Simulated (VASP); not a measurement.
Runs of VASP 6.6.1 on CsSnI3. The structure is cubic, space group Pm-3m (No. 221). Conventional cell: a = 6.206 Å, b = 6.206 Å, c = 6.206 Å, α = 90.00°, β = 90.00°, γ = 90.00°. Cs (site symmetry m-3m) is surrounded by 12 I at 4.39 Å. Around I (site symmetry 4/mmm) lie 2 Sn at 3.10 Å. Around Sn (site symmetry m-3m) lie 6 I at 3.10 Å. 

| task | level | potentials or basis | cell | k mesh | cutoff (eV) | smearing | ladder | gap on the mesh (eV) | pressure (GPa) | relaxed volume (Å³/atom) |
| --- | --- | --- | --- | --- | --- | --- | --- | --- | --- | --- |
| relaxation of cell and atoms | PBEsol | VASP PAW PBE potentials, release 64 (Cs_sv, I, Sn_d) | relaxed | 4 × 4 × 4 | 600 | gaussian 0.02 eV | gaps | 0.14 | 0.0 | 46.69 |
| relaxation of cell and atoms | PBE+D3(BJ) | VASP PAW PBE potentials, release 64 (Cs_sv, I, Sn_d) | relaxed | 4 × 4 × 4 | 600 | gaussian 0.02 eV | gaps | (a) | 0.0 | 47.73 |
| relaxation of cell and atoms | PBE | VASP PAW PBE potentials, release 54 (Cs_sv, I, Sn) | relaxed | 4 × 4 × 4 | 600 | fermi-dirac 0.05 eV | - | 0.50 | 0.0 | 49.99 |
| band structure | r2SCAN | VASP PAW PBE potentials, release 64 (Cs_sv, I, Sn_d) | as given | 6 × 6 × 6 | 520 | gaussian 0.02 eV | gaps | 0.42 | 0.2 | - |
| band structure | LDA | VASP PAW LDA potentials, release 64 (Cs_sv, I, Sn_d) | as given | 6 × 6 × 6 | 520 | gaussian 0.02 eV | gaps | (b) | (c) | - |

Alike in all rows: no spin polarisation.

**Question.** Fill in the values left out.

**Answer.** (a) 0.29; (b) 0.27; (c) -1.4.

Caveats: spin-orbit coupling is left out, which moves the levels of the heavy elements; the PAW data sets were made with another functional, which shifts forces and pressure a little (some runs).

A k mesh can miss the band edges, and the runs leave out spin-orbit coupling on Cs, I, Sn.

Not every run made on this cell is shown here.
